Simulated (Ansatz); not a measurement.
Al2O3: field gradients at two levels of theory

Cell: a Materials Project structure (computed, not necessarily an observed phase), taken as it stands.

```cif
data_Al2O3
_symmetry_space_group_name_H-M 'Ia-3'
_symmetry_Int_Tables_number 206
_cell_length_a 8.8753
_cell_length_b 8.8753
_cell_length_c 8.8753
_cell_angle_alpha 90.000
_cell_angle_beta 90.000
_cell_angle_gamma 90.000
loop_
_atom_site_label
_atom_site_type_symbol
_atom_site_symmetry_multiplicity
_atom_site_Wyckoff_symbol
_atom_site_fract_x
_atom_site_fract_y
_atom_site_fract_z
Al1 Al 8 b 0.7500 0.2500 0.2500
Al2 Al 24 d 0.7500 0.4622 0.5000
O O 48 e 0.8862 0.6110 0.1597
```

One atom of each set is listed; the run and its k-mesh use a cell of 40 atoms with edges of 7.69, 7.69, 7.69 Å.

First run. Method: Kohn–Sham DFT in Ansatz, PBE, plane waves and PAW, scalar-relativistic, 420 eV cutoff, Γ-centred 4×4×4 k-points, Fermi–Dirac smearing 0.02 eV.

```tsv
site	V_zz (10²¹ V/m²)	η
Al1	0.94	0.00
Al2	2.24	0.48
O	-2.40	0.37
```

Second run. The same atoms and settings, except that the gradients are read without the response of the frozen cores to their surroundings (frozen_core: stored), which the first run includes.

**Question.** Given the first result, estimate the second.

**Answer.** 

```
site   V_zz     η  change of V_zz
 Al1   1.04  0.00           +0.10
 Al2   2.26  0.46           +0.02
   O  -2.46  0.36           -0.06
```

The largest change of V_zz is on Al1, from 0.94 to 1.04. In per cent, |V_zz| changes by +1 to +10 on Al, +2 on O (all sites that start above 0.5).

At this cell the PBE pressure is 8 GPa, so with PBE the cell would grow if it were relaxed. The entry's cell may itself be off.
